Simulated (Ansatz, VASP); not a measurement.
# Sn3H4 (Sn wire along [110], 6 atoms a period, H-terminated) in two plane-wave programs

Aim: how closely do two programs agree when they are given the same cell, functional and k mesh? The structure shown is the start of the Ansatz relaxation below; VASP solves that cell, so the two are compared at the walk's first step.

Method: plane waves, with VASP 6.6.1 beside it; single point at PBE, in Ansatz 0.2.0.

## 1. Starting point

The cell holds 14 atoms: 6 Sn and 8 H. Cell: a = 13.808 Å, b = 14.360 Å, c = 4.702 Å, α = 90.0°, β = 90.0°, γ = 90.0°. Vacuum lies along a and b. The structure's axis is c.

## 2. Ansatz: relaxation, PBE

Ansatz runs on its default PAW (the set named soft_2) files.

The two programs are compared at the cell with which this relaxation starts, whose forces are those of its first step.

Contents of input.yaml:

```yaml
crystal:
  lattice:
    - [13.808, 0.0, 0.0]
    - [0.0, 14.36, 0.0]
    - [0.0, 0.0, 4.7022600949]
  atoms:
    - { symbol: Sn, position: [0.439807573, 0.663727654, 0.0] }
    - { symbol: H, position: [0.512979863, 0.763231067, 0.0] }
    - { symbol: Sn, position: [0.56020879, 0.499999935, 0.0] }
    - { symbol: H, position: [0.246234067, 0.236768802, 0.5] }
    - { symbol: H, position: [0.246234067, 0.435775629, 0.5] }
    - { symbol: H, position: [0.246234067, 0.763231067, 0.5] }
    - { symbol: H, position: [0.246234067, 0.564224241, 0.5] }
    - { symbol: Sn, position: [0.319406357, 0.336272216, 0.5] }
    - { symbol: Sn, position: [0.319406357, 0.663727654, 0.5] }
    - { symbol: Sn, position: [0.680610007, 0.499999935, 0.5] }
    - { symbol: H, position: [0.753782296, 0.400496521, 0.5] }
    - { symbol: H, position: [0.753782296, 0.599503348, 0.5] }
    - { symbol: Sn, position: [0.439807573, 0.336272216, 0.0] }
    - { symbol: H, position: [0.512979863, 0.236768802, 0.0] }
kpoints:
  mp_grid: { grid: [1, 1, 18] }
scf:
  occupations: { method: fermi_dirac, width: 0.05 }
hamiltonian:
  xc: pbe
relax:
  cell: { fix: [a, b, alpha, beta, gamma] }
  max_steps: 45
  f_tol: 0.03
```

Launch:

```console
$ ansatz run input.yaml --threads 4 --pin off --max-ram 16384MiB --backend cpu --events-out ev --progress --plain --runs-dir out
```

Numbers of over 12 decimals in the logs are rounded to 6 here.

Output:

```text
Engine: ansatz 0.2.0, x86_64-unknown-linux-gnu
Pseudopotentials: kind: paw
Pseudopotential: Sn, paw, valence charge 14, recommended cutoff 420 eV (normal), Sn.paw.azcp
Pseudopotential: H, paw, valence charge 1, recommended cutoff 420 eV (normal), H.paw.azcp
Functional definition: PBE
  parameter kappa = 0.804
  parameter beta = 0.066725
  exchange = pbe_x(kappa = kappa, mu = beta*pi^2/3)
  correlation = pbe_c(beta = beta)
Crystal: 14 atoms, lattice volume = 932.378 Å³
Basis set: ecut = 420 eV, 18191 PW (Γ), exchange–correlation on 192×192×64 points (8 copies of the dense FFT grid, shifted against one another)
Bands: 60, of which v1, the nominal top of the filled ones, is band 46 counted from 1 (45 counted from 0)
Symmetry: 4 space group operations
Space group: Pmm2 (ITA 25), of the structure as read, at distance tolerance 9.8e-5 Å
k-points: 10 of 18
Non-local potential: Sn, projectors of the file, l = 0: 2, l = 1: 2, l = 2: 2, l = 3: 2
Non-local potential: H, projectors of the file, l = 0: 2, l = 1: 1
PAW form: soft (Blöchl's): semilocal exchange-correlation on the pseudo side does not see the compensation charge
PAW one-centre angular grid: Sn, 590 points (default); XC on 64 Gauss nodes
PAW one-centre angular grid: H, 110 points (default); XC on 64 Gauss nodes
Initial density: superposition of atomic densities (neutral atoms: chi_scale 0, normalization atom), corrected by the library's trained network
Initial wavefunctions: pseudopotential atomic-orbital guess
Functional: x = pbe(κ = 0.804, μ = 0.219515), c = pbe(β = 0.066725)
SCF iter   1: F=—  HF=-36268.840773 eV  |F-HF|=—  |Δ(HF+E_count)|=         —  Δρ=1.02e-3  dr2=1.83e-2  ethr=1.77e-3  ⟨swp⟩=9.3  Hψ=2947  notcnv=0  defer=12
preconditioner: auto → Resta (q_TF=auto, 1.855 Å⁻¹)  ε∞=1.8  [insulator: Δε(μ)=1.409 eV  Ē_g=7.879 eV  σ=0.050 eV  W_gap=1.00  n_scr=102 (ndim 8)  ℏωp=6.9 eV  f_vac=0.650  D(μ)=0.00/eV (n_scr^D=0)  ε∞_Penn≈1.8  vacuum switching on, ρ_ref=4.5e-3 e/Å³]
SCF iter   2: F=—  HF=-36268.844463 eV  |F-HF|=—  |Δ(HF+E_count)|=   3.69e-3  Δρ=4.42e-4  dr2=3.08e-3  ethr=1.99e-5  ⟨swp⟩=2.8  Hψ=1290  notcnv=0  defer=73
SCF iter   3: F=—  HF=-36268.846404 eV  |F-HF|=—  |Δ(HF+E_count)|=   1.94e-3  Δρ=1.33e-4  dr2=3.97e-4  ethr=3.34e-6  ⟨swp⟩=2.0  Hψ=707  notcnv=0  defer=73
SCF iter   4: F=—  HF=-36268.846641 eV  |F-HF|=—  |Δ(HF+E_count)|=   2.37e-4  Δρ=5.14e-5  dr2=7.35e-5  ethr=4.32e-7  ⟨swp⟩=3.0  Hψ=1023  notcnv=0  defer=73
SCF iter   5: F=—  HF=-36268.846759 eV  |F-HF|=—  |Δ(HF+E_count)|=   1.18e-4  Δρ=1.95e-5  dr2=8.21e-6  ethr=7.99e-8  ⟨swp⟩=3.0  Hψ=1012  notcnv=0  defer=73
SCF iter   6: F=—  HF=-36268.846762 eV  |F-HF|=—  |Δ(HF+E_count)|=   2.66e-6  Δρ=6.19e-6  dr2=5.90e-7  ethr=8.93e-9  ⟨swp⟩=2.1  Hψ=716  notcnv=0  defer=73
SCF iter   7: F=-36268.846763 eV  HF=-36268.846763 eV  |F-HF|=3.83e-8  |Δ(HF+E_count)|=   8.76e-7  Δρ=1.94e-6  dr2=9.42e-8  ethr=1.09e-10  ⟨swp⟩=5.4  Hψ=1994  notcnv=0
SCF 1 converged in 7 iterations: F = -36268.846763 eV  dr2 = 9.42e-8
  greatest PAW one-centre occupation: 0.990 electrons in one spin orbital (limit 2), on the Sn atom at site 9 (counted from 0), in its partial waves of l = 2
relax step   1: F+E_penalty+E_count = -36268.84676260 eV  Δ(F+E_penalty+E_count) = +0.000e0 eV  max|allowed force component| = 2.928e-1 eV/Å  Δτ_max = 0.0000 Å  P = -0.387 GPa  Ω = 932.378 Å³  fix = [a, b, alpha, beta, gamma]  reactions: a -0.476, b -0.395 GPa  (7 SCF iters, dr2 threshold 1.00e-7 eV, accepted)
[...]
relax step   8: F+E_penalty+E_count = -36268.99809911 eV  Δ(F+E_penalty+E_count) = -7.784e-4 eV  max|allowed force component| = 3.547e-2 eV/Å  Δτ_max = 0.0796 Å  P = -0.010 GPa  Ω = 932.842 Å³  energy of the carried Pulay correction = -6.279e-5 eV  fix = [a, b, alpha, beta, gamma]  reactions: a -0.017, b -0.011 GPa  (10 SCF iters, accepted)
[...]
relax step   9: F+E_penalty+E_count = -36268.99821855 eV  Δ(F+E_penalty+E_count) = -1.194e-4 eV  max|allowed force component| = 2.130e-2 eV/Å  Δτ_max = 0.0186 Å  P = -0.006 GPa  Ω = 932.943 Å³  energy of the carried Pulay correction = -7.632e-5 eV  fix = [a, b, alpha, beta, gamma]  reactions: a -0.002, b -0.016 GPa  (6 SCF iters, dr2 threshold 7.86e-8 eV, accepted)
[...]
relax step  10: F+E_penalty+E_count = -36268.99828337 eV  Δ(F+E_penalty+E_count) = -6.482e-5 eV  max|allowed force component| = 2.130e-2 eV/Å  Δτ_max = 0.0000 Å  P = -0.006 GPa  Ω = 932.943 Å³  fix = [a, b, alpha, beta, gamma]  reactions: a -0.002, b -0.016 GPa  stress off target by 2.52e-4 GPa on what of the cell is left free  SCF on the basis re-selected at this cell (its energy is not comparable with the rows above)  (5 SCF iters)
basis re-selected at this cell: Δ(F+E_penalty+E_count) = -6.482e-5 eV, ΔP = +0.001 GPa vs the last step (what re-selecting the basis moved, of the pressure what is left beyond the Pulay correction that the steps carried, after the strain that the cell walked since its last selection, with what the two solves' SCF thresholds leave and, on support functions, any second-order correction that the steps lacked; it is no m [...]
SCF converged after 5 iterations
Free energy (F): -36268.998283 eV
Harris-Foulkes:  -36268.998283 eV  (|F-HF|=2.73e-8)
Internal energy: -36268.998283 eV  (E = F + TS)
E sigma→0 (E₀):  -36268.998283 eV
Entropy (-TS):   -0.000000 eV (-0.000 meV/atom)
Fermi energy:    -1.534744 eV
--- Per-component energies (eV) ---
  E_band       = -1575.724961
  E_kinetic    = 1223.555374
  E_local      = -25357.579181  (includes V_loc(G=0)·N_el)
  E_nonlocal   = -178.270846
  E_hartree    = 12778.957699
  E_xc         = -2355.592981
  E_vxc        = -655.122509  (∫ρ·V_xc dr)
  E_paw        = -24840.079530  (= ΣΔE_a)
  E_vpaw       = -2166.213966  (= ΣTr[D̂ρ^β])
  E_aug_tail   = -0.009070  (compensation charges beyond the density's cutoff)
  E_ewald      = 2460.020251
  E_smearing   = -0.000000  (= −TS)
  E_closure    = 0.000000  (closes the sum)
  Σ components = -36268.998283   (vs F -36268.998283, Δ=0.00e0)
--- Forces (eV/Å), atoms counted from 1 ---
  atom   1  Sn    -0.00079599     0.00763087     0.00000000
  atom   2  H     -0.00026914    -0.00085476    -0.00000000
  atom   3  Sn     0.00263671     0.00000000     0.00000000
  atom   4  H     -0.00141243     0.02130214     0.00000000
  atom   5  H      0.00148132    -0.01856941    -0.00000000
  atom   6  H     -0.00141243    -0.02130214    -0.00000000
  atom   7  H      0.00148132     0.01856941     0.00000000
  atom   8  Sn     0.00164580    -0.00057095    -0.00000000
  atom   9  Sn     0.00164580     0.00057095     0.00000000
  atom  10  Sn    -0.00995981     0.00000000     0.00000000
  atom  11  H      0.00301189     0.00432114     0.00000000
  atom  12  H      0.00301189    -0.00432114    -0.00000000
  atom  13  Sn    -0.00079599    -0.00763087    -0.00000000
  atom  14  H     -0.00026914     0.00085476     0.00000000
  max |Σ_I F_I| component: 2.13e-7 eV/Å
--- Stress (GPa, compression-positive) ---
       -0.001633      -0.000000       0.000000
       -0.000000      -0.016246      -0.000000
        0.000000      -0.000000       0.000252
  P = ⅓ Tr σ = -0.0059 GPa (-0.059 kbar)
--- Relaxed structure (9 steps of the walk, 8 accepted, 1 SCFs on fresh bases) ---
  F+E_penalty+E_count = -36268.99828337 eV   max|allowed force component| = 2.130e-2 eV/Å   (the final SCF, on the basis selected at the relaxed cell)
  cell:  # Å, volume = 932.9427 Å³
    - [13.808, 0, 0]
    - [0, 14.36, 0]
    - [0, 0, 4.705110]
  atoms:
    - { symbol: Sn, position: [0.437696, 0.663981, 0] }
    - { symbol: H, position: [0.519363, 0.756062, -1.2153614767288598e-18] }
    - { symbol: Sn, position: [0.552328, 0.5, 0] }
    - { symbol: H, position: [0.265711, 0.212080, 0.500000] }
    - { symbol: H, position: [0.237402, 0.404287, 0.500000] }
    - { symbol: H, position: [0.265711, 0.787920, 0.500000] }
    - { symbol: H, position: [0.237402, 0.595713, 0.500000] }
    - { symbol: Sn, position: [0.325308, 0.318355, 0.500000] }
    - { symbol: Sn, position: [0.325308, 0.681645, 0.500000] }
    - { symbol: Sn, position: [0.668188, 0.5, 0.500000] }
    - { symbol: H, position: [0.743117, 0.403120, 0.500000] }
    - { symbol: H, position: [0.743117, 0.596880, 0.500000] }
    - { symbol: Sn, position: [0.437696, 0.336019, 0] }
    - { symbol: H, position: [0.519363, 0.243938, 1.2153614767288575e-18] }
```

Reading the cycles: dr2 is the Hartree energy of the density residual (eV), the measure of convergence; HF is the Harris–Foulkes estimate of the energy, which meets the free energy F at convergence.

## 3. VASP: single point, PBE, start cell

The same cell, functional, mesh and smearing now go to VASP, with its own data sets.

Lines of VASP's logs that name or quote its potential files are left out, and so is its time.

Contents of INCAR:

```
SYSTEM = Sn3H4
PREC = Accurate
ENCUT = 400
EDIFF = 1E-06
NELM = 120
ISMEAR = -1
SIGMA = 0.05
LREAL = .FALSE.
ALGO = Normal
GGA = PE
NBANDS = 60
LORBIT = 11
LWAVE = .FALSE.
LCHARG = .FALSE.
ISIF = 2
LASPH = .TRUE.
GGA_COMPAT = .FALSE.
EFERMI = MIDGAP
KPAR = 4
```

Contents of POSCAR:

```
Sn3H4
1.0
   13.8080000000      0.0000000000      0.0000000000
    0.0000000000     14.3600000000      0.0000000000
    0.0000000000      0.0000000000      4.7022600000
Sn H
6 8
Direct
    0.4398075753      0.6637277159      0.0000000000
    0.5602087920      0.5000000000      0.0000000000
    0.3194063586      0.3362722841      0.5000000000
    0.3194063586      0.6637277159      0.5000000000
    0.6806100087      0.5000000000      0.5000000000
    0.4398075753      0.3362722841      0.0000000000
    0.5129798667      0.7632311281      0.0000000000
    0.2462340672      0.2367688719      0.5000000000
    0.2462340672      0.4357756964      0.5000000000
    0.2462340672      0.7632311281      0.5000000000
    0.2462340672      0.5642243036      0.5000000000
    0.7537823001      0.4004965877      0.5000000000
    0.7537823001      0.5995034123      0.5000000000
    0.5129798667      0.2367688719      0.0000000000
```

Contents of KPOINTS:

```
Automatic mesh
0
Gamma
1 1 18
0 0 0
```

Potentials, in the order of the species: Sn_d and H (PBE family, release 64).

Launch:

```console
$ mpirun -np 4 vasp_std
```

Output:

```text
[banner, memory and clock lines left out]
running    4 mpi-ranks, on    1 nodes
 distrk:  each k-point on    1 cores,    4 groups
 distr:  one band on    1 cores,    1 groups

 POSCAR found type information on POSCAR SnH
 POSCAR found :  2 types and      14 ions
 LDA part: xc-table for (Slater+PW92), standard interpolation
 POSCAR, INCAR and KPOINTS ok, starting setup
 FFT: planning ... GRIDC
 FFT: planning ... GRID_SOFT
 FFT: planning ... GRID
 WAVECAR not read
 entering main loop
       N       E                     dE             d eps       ncg     rms          rms(c)
DAV:   1     0.623687078748E+03    0.62369E+03   -0.37930E+04  1552   0.110E+03
DAV:   2     0.112635993659E+02   -0.61242E+03   -0.60111E+03  1364   0.293E+02
DAV:   3    -0.467179246892E+02   -0.57982E+02   -0.57775E+02  1452   0.122E+02
DAV:   4    -0.489018225261E+02   -0.21839E+01   -0.21807E+01  1440   0.272E+01
DAV:   5    -0.489843067851E+02   -0.82484E-01   -0.82481E-01  1728   0.462E+00    0.988E+00
DAV:   6    -0.472362750175E+02    0.17480E+01   -0.11241E+00  1616   0.614E+00    0.543E+00
DAV:   7    -0.467576285882E+02    0.47865E+00   -0.26244E+00  1436   0.632E+00    0.120E+00
DAV:   8    -0.467420941242E+02    0.15534E-01   -0.39820E-01  1488   0.493E+00    0.551E-01
DAV:   9    -0.467353471019E+02    0.67470E-02   -0.51138E-02  1560   0.185E+00    0.268E-01
DAV:  10    -0.467334887289E+02    0.18584E-02   -0.16156E-02  1652   0.654E-01    0.202E-01
DAV:  11    -0.467336912201E+02   -0.20249E-03   -0.93938E-03  1372   0.627E-01    0.866E-02
DAV:  12    -0.467345717640E+02   -0.88054E-03   -0.13545E-03  1348   0.237E-01    0.540E-02
DAV:  13    -0.467353529504E+02   -0.78119E-03   -0.57843E-04  1508   0.106E-01    0.168E-02
DAV:  14    -0.467356276336E+02   -0.27468E-03   -0.96593E-05  1400   0.747E-02    0.106E-02
DAV:  15    -0.467358569461E+02   -0.22931E-03   -0.62164E-05  1376   0.464E-02    0.623E-03
DAV:  16    -0.467359777707E+02   -0.12082E-03   -0.84567E-06  1248   0.145E-02    0.543E-03
DAV:  17    -0.467361900351E+02   -0.21226E-03   -0.12475E-05  1036   0.167E-02    0.360E-03
DAV:  18    -0.467362775244E+02   -0.87489E-04   -0.57289E-06  1172   0.998E-03    0.259E-03
DAV:  19    -0.467363406163E+02   -0.63092E-04   -0.70581E-06  1020   0.958E-03    0.105E-03
DAV:  20    -0.467363447045E+02   -0.40881E-05   -0.72231E-07  1008   0.760E-03    0.737E-04
DAV:  21    -0.467363459344E+02   -0.12299E-05   -0.14996E-07   960   0.208E-03    0.445E-04
DAV:  22    -0.467363463813E+02   -0.44689E-06   -0.97246E-08   948   0.175E-03
   1 F= -.46736346E+02 E0= -.46736346E+02  d E =-.126939E-06
```

(Continued in part 2 of 2.)

[Lines on the potential files, build, host, timing and source positions are cut from VASP's logs without a mark.]

[Logs are printed without paths, hosts, clocks, repeated set-up lines and the standing remarks that a program may print on its own settings, such as how far it seeks lower states.]

[Hosts, paths, dates, database ids (printed as entryN), source tags and the programs' standing remarks are cut or masked in the printed files.]
